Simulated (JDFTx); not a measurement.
The system is Ti.

```
CELL_PARAMETERS angstrom
4.56737 0.00000 0.00000
-2.28369 3.95546 0.00000
0.00000 0.00000 2.82624
ATOMIC_POSITIONS crystal
Ti 0.66667 0.33333 0.50000
Ti 0.33333 0.66667 0.50000
Ti 0.00000 0.00000 0.00000
```

This isn't the form of Ti at room conditions, which is hcp.

| Quantity | Value |
| --- | --- |
| Program | JDFTx 1.7.0 (patched build) |
| Task | single point |
| Functional | PBEsol |
| Potentials or basis | PseudoDojo-SR-PBEsol-0.4.1-standard with smoothed tails |
| Cutoff | 1143 eV |
| Density cutoff | 9143 eV |
| k mesh | 7 × 7 × 9 |
| Occupations | fermi-dirac, width 0.05 eV |
| Spin | no spin polarisation |

On this cell: pressure -3.7 GPa; largest force under 0.003 eV/Å; band gap on the k mesh none (metal or under the smearing width).

The same run follows on a disturbed copy (atoms moved at random, drawn with an rms of 0.05 Å):

```xyz
3
Lattice="4.5674 0.0000 0.0000 -2.2837 3.9555 0.0000 0.0000 0.0000 2.8262" Properties=species:S:1:pos:R:3 pbc="T T T"
Ti    2.2844    1.3199    1.4254
Ti    0.0190    2.6552    1.3569
Ti    0.0164    0.0211    0.0092
```

Problem. What changes?

Solution. The energy (extrapolated to zero smearing) moves by +2.6 meV/atom; pressure -3.7 GPa; largest force 0.203 eV/Å; band gap on the k mesh none (metal or under the smearing width).

Forces on the atoms (eV/Å):
```
Ti   0.061  0.064 -0.024
Ti  -0.043 -0.037  0.195
Ti  -0.018 -0.027 -0.171
```

Stress tensor (GPa, compression positive):
```
-3.69  0.03  0.00
 0.03 -3.73  0.01
 0.00  0.01 -3.54
```

Caveats: the empty levels aren't tightly converged (some runs).
